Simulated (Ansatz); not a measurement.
**Ga in Ansatz: the effect of functional**

The system is Ga.

```
Ga
1.0
     1.46908   -4.11849    0.00000
     1.46908    4.11849    0.00000
     0.00000    0.00000    3.21172
Ga
2
Direct
  0.13300 0.86700 0.75000
  0.86700 0.13300 0.25000
```

This isn't the form of Ga at room conditions, which is orthorhombic.

The cell isn't the ideal one: volume scaled by 1.04.

Alike in all runs:

```yaml
Program: Ansatz 0.2.0
Task: single point
Potentials_or_basis: Ansatz PAW
k_mesh: 10 × 10 × 8
Occupations: fermi-dirac, width 0.05 eV
Spin: no spin polarisation
```

| functional | cutoff | pressure (GPa) | largest force (eV/Å) |
| --- | --- | --- | --- |
| LDA | 420 eV (not typed: the program's choice for these potentials) | ? | ? |
| PBEsol | 420 eV (not typed: the program's choice for these potentials) | -3.9 | 0.20 |
| r2SCAN | 500 eV (not typed: the program's choice for these potentials) | -3.6 | 0.23 |

What does the run with functional LDA give?

Pressure -5.6 GPa; largest force 0.18 eV/Å.

Caveats: the PAW data sets come from PBE, with cores solved anew for the run's functional, which leaves a small shift of forces and pressure.

Runs at the PBE level aren't shown here.
